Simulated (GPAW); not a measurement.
# W2C (P-3m1) in GPAW: convergence with plane-wave cutoff (eV)

Aim: find how far plane-wave cutoff (eV) must go before the results for W2C settle, at LDA. This setting moves, with any that are tied to it; all else stays.

All numbers are computed with GPAW 26.7.0; they aren't measurements. Logs are shortened: lines on timing, memory, paths and dates and some standing lists are left out, and cuts for length are marked. The log counts tension as positive stress, the text compression.

### 1 The structure

The structure is trigonal, space group P-3m1 (No. 164). Conventional cell: a = 3.070 Å, b = 3.070 Å, c = 4.678 Å, α = 90.00°, β = 90.00°, γ = 120.00°. W (site symmetry 3m) is surrounded by 3 C at 2.13 Å. C (site symmetry -3m) is surrounded by 6 W at 2.13 Å.

The cell comes from a database or a generator and needn't be the stable form of this composition.

### 2 With plane-wave cutoff (eV) 300

File run.py:

```python
from ase import Atoms
from ase.dft.bandgap import bandgap
from ase.io import write
from ase.units import GPa
from gpaw import GPAW, PW

atoms = Atoms(['W', 'W', 'C'],
              cell=[[3.070045642, 0.0, 0.0],
                    [-1.535022821, 2.6587375167, 0.0],
                    [0.0, 0.0, 4.678428]],
              scaled_positions=[[0.6666666667, 0.3333333333, 0.253669],
                                [0.3333333333, 0.6666666667, 0.746331],
                                [0.0, 0.0, 0.0]],
              pbc=True)

calc = GPAW(mode=PW(300),
            xc='LDA',
            kpts={'size': (6, 6, 4), 'gamma': True},
            occupations={'name': 'fermi-dirac', 'width': 0.05},
            nbands=30,
            convergence={'density': 1e-05, 'energy': 1e-05},
            maxiter=100,
            txt='gpaw.txt')
atoms.calc = calc
energy = atoms.get_potential_energy()
forces = atoms.get_forces()
stress = atoms.get_stress()
calc.write('gs.gpw')
write('result.traj', atoms)
print(f'Energy: {energy:.6f} eV')
print('Forces (eV/A):')
print(forces.round(4))
print('Stress (GPa):', (stress / GPa).round(3))
print('Fermi level:', round(calc.get_fermi_level(), 4), 'eV')
print(f'Gap: {bandgap(calc)[0]:.4f} eV, direct: {bandgap(calc, direct=True)[0]:.4f} eV')
```

Potentials or basis: the program's PAW data sets (release 1.2.1) made for this functional, pw.

Launch:

```console
$ OMP_NUM_THREADS=1 python run.py
```

gpaw.txt:

```text
__  _  _
 | _ |_)|_||  |
 |__||  | ||/\| - 26.7.0

Input parameters:
  mode=PW(ecut=300.0),
  convergence={'density': 1e-05, 'energy': 1e-05},
  kpts=MonkhorstPack(size=(6, 6, 4), gamma=True),
  maxiter=100,
  nbands=30,
  occupations=Occupations(name='fermi-dirac', width=0.05),
  xc=XC(name='LDA')

Diagonalizing LCAO Hamiltonian
Converting LCAO to pw mode

         W

            W

       C

Atoms  # Å, Bohr magnetons
|   | symbol |         x |        y |        z |    initial magnetic moments |
|---|--------|-----------|----------|----------|-----------------------------|
| 0 |      W |  1.535023 | 0.886246 | 1.186772 | ( 0.0000,  0.0000,  0.0000) |
| 1 |      W | -0.000000 | 1.772492 | 3.491656 | ( 0.0000,  0.0000,  0.0000) |
| 2 |      C |  0.000000 | 0.000000 | 0.000000 | ( 0.0000,  0.0000,  0.0000) |

Unit cell  # Å
| periodic |         x |        y |        z |  lengths |     angles |
|----------|-----------|----------|----------|----------|------------|
|      yes |  3.070046 | 0.000000 | 0.000000 | 3.070046 |  90.000000 |
|      yes | -1.535023 | 2.658738 | 0.000000 | 3.070046 |  90.000000 |
|      yes |  0.000000 | 0.000000 | 4.678428 | 4.678428 | 120.000000 |

Number of symmetries: 12
Symmetry operations  # r_c * U_cc + t_c -> r_c
|    | kind |            matrix            |
|----|------|------------------------------|
|  0 |  σ   |  1, 1, 0,  0,-1, 0,  0, 0, 1 |
|  1 |  S6  |  1, 1, 0, -1, 0, 0,  0, 0,-1 |
|  2 |  E   |  1, 0, 0,  0, 1, 0,  0, 0, 1 |
|  3 |  C2  |  1, 0, 0, -1,-1, 0,  0, 0,-1 |
|  4 |  C2  |  0, 1, 0,  1, 0, 0,  0, 0,-1 |
|  5 |  C3  |  0, 1, 0, -1,-1, 0,  0, 0, 1 |
|  6 |  S6  |  0,-1, 0,  1, 1, 0,  0, 0,-1 |
|  7 |  σ   |  0,-1, 0, -1, 0, 0,  0, 0, 1 |
|  8 |  σ   | -1, 0, 0,  1, 1, 0,  0, 0, 1 |
|  9 |  i   | -1, 0, 0,  0,-1, 0,  0, 0,-1 |
| 10 |  C3  | -1,-1, 0,  1, 0, 0,  0, 0, 1 |
| 11 |  C2  | -1,-1, 0,  0, 1, 0,  0, 0,-1 |

BZ-sampling:
  Number of BZ points: 144
  Number of IBZ points: 24

  Monkhorst-Pack size: [6, 6, 4]
  Monkhorst-Pack shift: [0.08333333333333333, 0.08333333333333333, 0.125]

K-points  # in reciprocal-cell coordinates
|     |                                coordinates |     weight |
|-----|--------------------------------------------|------------|
|   0 | (  0.00000000,   0.00000000,   0.00000000) | 0.00694444 |
|   1 | (  0.00000000,   0.00000000,   0.25000000) | 0.01388889 |
|   2 | (  0.00000000,   0.00000000,   0.50000000) | 0.00694444 |
|   3 | (  0.16666667,   0.00000000,  -0.25000000) | 0.04166667 |
|   4 | (  0.16666667,   0.00000000,   0.00000000) | 0.04166667 |
|   5 | (  0.16666667,   0.00000000,   0.25000000) | 0.04166667 |
|   6 | (  0.16666667,   0.00000000,   0.50000000) | 0.04166667 |
|   7 | (  0.33333333,  -0.16666667,   0.00000000) | 0.04166667 |
|   8 | (  0.33333333,  -0.16666667,   0.25000000) | 0.08333333 |
|   9 | (  0.33333333,  -0.16666667,   0.50000000) | 0.04166667 |
| ... |                                            |            |
|  23 | (  0.50000000,   0.50000000,   0.50000000) | 0.02083333 |

Plane wave coefficients: 482
Cutoff: 300.0 eV

Spin-components: 1 (collinear spins)
Bands:           30
Projectors:      17
Spin-degeneracy: 2
Datatype:        complex128

Parallelization:
  kpt:    1
  domain: 1
  band:   1

Density:
  Valence electrons: 32.0
  Components: 1
  Grid points: [14 14 20]
  Charge: 0.0  # |e|

Potential:
  Grid points: [14 14 20]

species:
  W:
    name:    Tungsten
    Z:       74.0
    valence: 14
    core:    60
    charge:  0.0  # [|e|]
    compensation charges:
      type: gauss
      rc: 0.40  # [Å]
      lmax: 2
    cutoffs:
      filter: 2.36  # [Å]
      core: 3.02  # [Å]
    projectors
    | kind |    occ | energy [eV] | rcut [Å] |
    |------|--------|-------------|----------|
    |   5s |  2.000 |     -79.053 |    1.344 |
    |   6s |  2.000 |      -5.886 |    1.344 |
    |   5p |  6.000 |     -43.417 |    1.355 |
    |   6p |  0.000 |      -1.469 |    1.355 |
    |   5d |  4.000 |      -4.693 |    1.228 |
    |    d |        |      22.518 |    1.228 |

    Using partial waves for W as LCAO basis

  C:
    name:    Carbon
    Z:       6.0
    valence: 4
    core:    2
    charge:  0.0  # [|e|]
    compensation charges:
      type: gauss
      rc: 0.20  # [Å]
      lmax: 2
    cutoffs:
      filter: 1.14  # [Å]
      core: 1.14  # [Å]
    projectors
    | kind |    occ | energy [eV] | rcut [Å] |
    |------|--------|-------------|----------|
    |   2s |  2.000 |     -13.639 |    0.635 |
    |   2p |  2.000 |      -5.414 |    0.635 |
    |    s |        |      13.573 |    0.635 |
    |    p |        |      21.797 |    0.635 |
    |    d |        |       0.000 |    0.635 |

    Using partial waves for C as LCAO basis

Reference energy: -878051.014965  # eV

eigensolver:
  PPCG
  Converge bands: occupied
  niter=2

density mixing:
  MSR1-Mixer
  Pratt-step length: 0.05
  Maximum mixing coefficient: 0.75
  Old densities: 10
  SVD Regularization: 0.005
  Good broyden scale: 1.0
  Trust region scale: 1.0
  Backstep threshold: 4.0
  History deletion threshold: 6.0
  Fourier metric: weight=20.0, sigma=0.015

occupation numbers:
  Fermi-Dirac:
    width: 0.0500  # eV

poisson solver:
  ecut: 2400.0  # eV

xc functional:
  name: None

convergence criteria:
- Maximum integral of absolute [dens]ity change: 1e-05 electrons / valence electron
- Maximum [total energy] change in last 3 cyles: 1e-05 eV / valence electron
- Maximum integral of absolute [eigenst]ate change: 4e-08 eV^2 / valence electron
maximum number of iterations: 100

SCF iterations
|iter     | |      energy | eigst |  dens |
|---------|-|-------------|-------|-------|
|iter:   1| |  -36.672024 | -0.04 |       |
|iter:   2| |  -36.167506 | -2.71 | -1.07 |
|iter:   3| |  -34.989186 | -1.76 | -1.13 |
|iter:   4| |  -34.980645 | -3.18 | -1.74 |
|iter:   5| |  -34.982108 | -3.70 | -2.03 |
|iter:   6| |  -34.981988 | -4.54 | -2.52 |
|iter:   7| |  -34.982001c| -6.12 | -3.40 |
|iter:   8| |  -34.982003c| -8.03c| -4.05 |
|iter:   9| |  -34.982003c| -7.62c| -4.52 |
|iter:  10| |  -34.982003c| -8.82c| -5.65c|

Converged in 10 steps
Energy contributions relative to reference atoms: (reference = -878051.014965)

Energy contributions:
  Kinetic:          10.685715
  Coulomb:         -14.279598
  Zero:              0.037068
  External:          0.000000
  Xc:              -31.419749
  Entropy:          -0.010876
  Spinorbit:         0.000000
  ----------------------------
  Free energy:     -34.987441
  Extrapolated:    -34.982003

dipole moment: (-3.063045, -5.305349, -9.335519)  # |e|*Ang

Fermi level: 14.209
Eigenvalues  # (at kpt = [0.000, 0.000, 0.000])
| band index |      eig [eV] | occ [0-2] |
|------------|---------------|-----------|
|          0 |       -60.390 |     2.000 |
|        ... |               |           |
|         10 |         8.786 |     2.000 |
|         11 |         8.786 |     2.000 |
|         12 |        10.295 |     2.000 |
|         13 |        12.691 |     2.000 |
|         14 |        12.804 |     2.000 |
|         15 |        12.804 |     2.000 |
[... 8 lines left out ...]
|         24 |        24.619 |     0.000 |
|         25 |        27.819 |     0.000 |
|        ... |               |           |
|         29 |        33.578 |     0.000 |

No gap
No difference between direct/indirect transitions

Forces  # eV/Ang
|        x |       y |        z |
|----------|---------|----------|
| -0.00000 | 0.00000 | -0.53891 |  # W    0
|  0.00000 | 0.00000 |  0.53891 |  # W    1
|  0.00000 | 0.00000 |  0.00000 |  # C    2

Stress tensor  # eV/Ang^3
|         x |         y |        z |
|-----------|-----------|----------|
|  0.171365 | -0.000000 | 0.000000 |
| -0.000000 |  0.171365 | 0.000000 |
|  0.000000 |  0.000000 | 0.185161 |

# Writing to gs.gpw (mode='')
```

stdout:

```text
Energy: -34.982003 eV
Forces (eV/A):
[[-0.      0.     -0.5389]
 [ 0.      0.      0.5389]
 [ 0.      0.      0.    ]]
Stress (GPa): [27.456 27.456 29.666  0.     0.    -0.   ]
Fermi level: 14.2092 eV
Gap: 0.0000 eV, direct: 0.0000 eV
```

Run time: 7.1 s. Hardware: 1 thread of Arm Neoverse V2, shared host; peak memory 0.13 GiB.

What came out:

```
Free energy            : -34.9874 eV
Pressure               : -28.2 GPa
Largest force          : 0.539 eV/Å
Band gap on the k mesh : none (metal or under the smearing width)
```

### 3 With plane-wave cutoff (eV) 350

run.py, as its differences from that of step 2:

```diff
@@ -15,3 +15,3 @@
 
-calc = GPAW(mode=PW(300),
+calc = GPAW(mode=PW(350),
             xc='LDA',
```

Potentials or basis: the program's PAW data sets (release 1.2.1) made for this functional, pw.

Launch:

```console
$ OMP_NUM_THREADS=1 python run.py
```

Run time: 8.3 s. Hardware: 1 thread of Arm Neoverse V2, shared host; peak memory 0.14 GiB.

Results:

```
Free energy            : -35.4742 eV
Pressure               : -22.9 GPa
Largest force          : 0.546 eV/Å
Band gap on the k mesh : none (metal or under the smearing width)
```

### 4 With plane-wave cutoff (eV) 400

run.py, as its differences from that of step 3:

```diff
@@ -15,3 +15,3 @@
 
-calc = GPAW(mode=PW(350),
+calc = GPAW(mode=PW(400),
             xc='LDA',
```

Launch:

```console
$ OMP_NUM_THREADS=1 python run.py
```

Wall time 9.6 s (1 thread of Arm Neoverse V2, shared host); peak memory 0.14 GiB.

Results:

```
Free energy            : -35.6895 eV
Pressure               : -19.6 GPa
Largest force          : 0.533 eV/Å
Band gap on the k mesh : none (metal or under the smearing width)
```

### 5 With plane-wave cutoff (eV) 500

run.py, as its differences from that of step 4:

```diff
@@ -15,3 +15,3 @@
 
-calc = GPAW(mode=PW(400),
+calc = GPAW(mode=PW(500),
             xc='LDA',
```

Launch:

```console
$ OMP_NUM_THREADS=1 python run.py
```

Wall time 10 s (1 thread of Arm Neoverse V2, shared host); peak memory 0.15 GiB.

What came out:

```yaml
Free_energy: -35.7985 eV
Pressure: -17.1 GPa
Largest_force: 0.547 eV/Å
Band_gap_on_the_k_mesh: none (metal or under the smearing width)
```

### 6 With plane-wave cutoff (eV) 600

run.py, as its differences from that of step 5:

```diff
@@ -15,3 +15,3 @@
 
-calc = GPAW(mode=PW(500),
+calc = GPAW(mode=PW(600),
             xc='LDA',
```

Potentials or basis: the program's PAW data sets (release 1.2.1) made for this functional, pw.

Launch:

```console
$ OMP_NUM_THREADS=1 python run.py
```

It took 16 s on 1 thread of Arm Neoverse V2, shared host; peak memory 0.16 GiB.

The run converged. Its results:

| Property | Result |
| --- | --- |
| Free energy | -35.8085 eV |
| Pressure | -16.8 GPa |
| Largest force | 0.547 eV/Å |
| Band gap on the k mesh | none (metal or under the smearing width) |

### 7 With plane-wave cutoff (eV) 700

run.py, as its differences from that of step 6:

```diff
@@ -15,3 +15,3 @@
 
-calc = GPAW(mode=PW(600),
+calc = GPAW(mode=PW(700),
             xc='LDA',
```

Launch:

```console
$ OMP_NUM_THREADS=1 python run.py
```

Run time: 18 s. Hardware: 1 thread of Arm Neoverse V2, shared host; peak memory 0.18 GiB.

It converged, with:

```yaml
Free_energy: -35.8129 eV
Pressure: -16.8 GPa
Largest_force: 0.547 eV/Å
Band_gap_on_the_k_mesh: none (metal or under the smearing width)
```

### 8 With plane-wave cutoff (eV) 800

run.py, as its differences from that of step 7:

```diff
@@ -15,3 +15,3 @@
 
-calc = GPAW(mode=PW(700),
+calc = GPAW(mode=PW(800),
             xc='LDA',
```

Launch:

```console
$ OMP_NUM_THREADS=1 python run.py
```

It took 23 s on 1 thread of Arm Neoverse V2, shared host; peak memory 0.19 GiB.

It converged, with:

* Free energy: -35.8189 eV
* Pressure: -16.9 GPa
* Largest force: 0.548 eV/Å
* Band gap on the k mesh: none (metal or under the smearing width)

### 9 With plane-wave cutoff (eV) 1000

run.py, as its differences from that of step 8:

```diff
@@ -15,3 +15,3 @@
 
-calc = GPAW(mode=PW(800),
+calc = GPAW(mode=PW(1000),
             xc='LDA',
```

Potentials or basis: the program's PAW data sets (release 1.2.1) made for this functional, pw.

Launch:

```console
$ OMP_NUM_THREADS=1 python run.py
```

It took 32 s on 1 thread of Arm Neoverse V2, shared host; peak memory 0.22 GiB.

The run converged. Its results:

```
Free energy            : -35.8281 eV
Pressure               : -16.8 GPa
Largest force          : 0.549 eV/Å
Band gap on the k mesh : none (metal or under the smearing width)
```

### 10 With plane-wave cutoff (eV) 1200

run.py, as its differences from that of step 9:

```diff
@@ -15,3 +15,3 @@
 
-calc = GPAW(mode=PW(1000),
+calc = GPAW(mode=PW(1200),
             xc='LDA',
```

Launch:

```console
$ OMP_NUM_THREADS=1 python run.py
```

Wall time 35 s (1 thread of Arm Neoverse V2, shared host); peak memory 0.25 GiB.

Results (log left out):

* Free energy: -35.8313 eV
* Pressure: -16.8 GPa
* Largest force: 0.549 eV/Å
* Band gap on the k mesh: none (metal or under the smearing width)

### 11 Result

| plane-wave cutoff (eV) | energy less the tightest run, at zero smearing (meV/atom) | pressure (GPa) | largest force (eV/Å) | SCF cycles | CPU time (s) | peak memory (GiB) |
| --- | --- | --- | --- | --- | --- | --- |
| 300 | 281.28 | -28.19 | 0.539 | 10 | 7.1 | 0.13 |
| 350 | 119.04 | -22.92 | 0.546 | 10 | 8.3 | 0.14 |
| 400 | 47.26 | -19.58 | 0.533 | 10 | 9.6 | 0.14 |
| 500 | 10.94 | -17.09 | 0.547 | 10 | 10 | 0.15 |
| 600 | 7.61 | -16.78 | 0.547 | 10 | 16 | 0.16 |
| 700 | 6.16 | -16.84 | 0.547 | 10 | 18 | 0.18 |
| 800 | 4.15 | -16.88 | 0.548 | 10 | 23 | 0.19 |
| 1000 | 1.08 | -16.83 | 0.549 | 10 | 32 | 0.22 |
| 1200 | 0.00 | -16.78 | 0.549 | 10 | 35 | 0.25 |

Against the tightest run, the pressure stays within 0.1 GPa from 600 on; the largest force stays within 0.005 eV/Å from 500 on. Not settled before the last step: the energy (to 1 meV/atom). The tightest run that finished is the yardstick and may itself not be fully converged.

Caveats: all runs use coarse meshes; so large a pressure means that the cell lies far from this level's equilibrium, or that cutoff or potentials fall short.
